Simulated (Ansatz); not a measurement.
**Ca: pressure up to the limit of the methods**

Aim: compress Ca (sc type) step by step, far beyond the usual range, and follow pressure and electronic structure. Methods of the runs shown: PAW. Its runs: cell relaxed at zero pressure (PAW); volume scaled by 1 (PAW and PAW (level accurate)); volume scaled by 0.9 (PAW); volume scaled by 0.8 (PAW); volume scaled by 0.7 (PAW); volume scaled by 0.6 (PAW); volume scaled by 0.5 (PAW); volume scaled by 0.4 (PAW and PAW (cutoff 250 eV)).

Method: DFT PBE, with the methods named in each step, in Ansatz 0.2.0.

### Step 1. The system as given

Symmetry: Pm-3m, No. 221, cubic system. The conventional cell has a = 3.571 Å, b = 3.571 Å, c = 3.571 Å, α = 90.00°, β = 90.00°, γ = 90.00°. Ca (site symmetry m-3m) has 6 Ca at 3.57 Å as nearest neighbours.

As a file:

```
Ca
1.0
     3.57124    0.00000    0.00000
     0.00000    3.57124    0.00000
     0.00000    0.00000    3.57124
Ca
1
Direct
  0.00000 0.00000 0.00000
```

Whether this phase is the stable one at these pressures isn't tested.

### Step 2. Cell relaxed at zero pressure, PAW

Contents of input.yaml:

```yaml
crystal:
  lattice:
    - [3.5712431233, 0.0, 0.0]
    - [0.0, 3.5712431233, 0.0]
    - [0.0, 0.0, 3.5712431233]
  atoms:
    - { symbol: Ca, position: [0.0, 0.0, 0.0] }
kpoints:
  mp_grid: { grid: [12, 12, 12] }
scf:
  occupations: { method: fermi_dirac, width: 0.1 }
hamiltonian:
  xc: pbe
  pseudopotentials: { kind: paw }
output:
  forces: true
  stress: true
relax:
  f_tol: 0.005
  max_steps: 40
  cell: {}
```

Started as:

```
> ansatz run input.yaml --threads 1 --pin off --max-ram 2048MiB --backend cpu --events-out ev --progress --plain --runs-dir out
```

After this run come: Volume scaled by 1, PAW; Volume scaled by 1, PAW (level accurate); Volume scaled by 0.9, PAW; Volume scaled by 0.8, PAW; Volume scaled by 0.7, PAW; Volume scaled by 0.6, PAW; Volume scaled by 0.5, PAW; Volume scaled by 0.4, PAW; Volume scaled by 0.4, PAW (cutoff 250 eV).

What does the calculation give? Wanted: PAW pressure at 0.4 of the volume; fitted bulk modulus at zero pressure.

**Answer**, as computed:

| quantity | value |
| --- | --- |
| PAW pressure at 0.4 of the volume | 45.6 GPa |
| PAW (cutoff 250 eV) pressure at 0.4 of the volume | 46.2 GPa |
| fitted bulk modulus at zero pressure (PAW) | 9.3 GPa |
| its pressure derivative | 3.71 |

**Reading.** By PAW the pressure climbs to 46 GPa at 0.4 of the first volume. One third-order Birch-Murnaghan curve follows these points (B₀ = 9.3 GPa, B′ = 3.71, misfit at most 0.15 GPa). A fit over so wide a range leans to the high pressures, so B₀ can be off by several per cent. No all-electron run checks these rows here, and frozen cores can fail under such compression. The ions are at rest, and the electrons smeared by 0.1 eV.
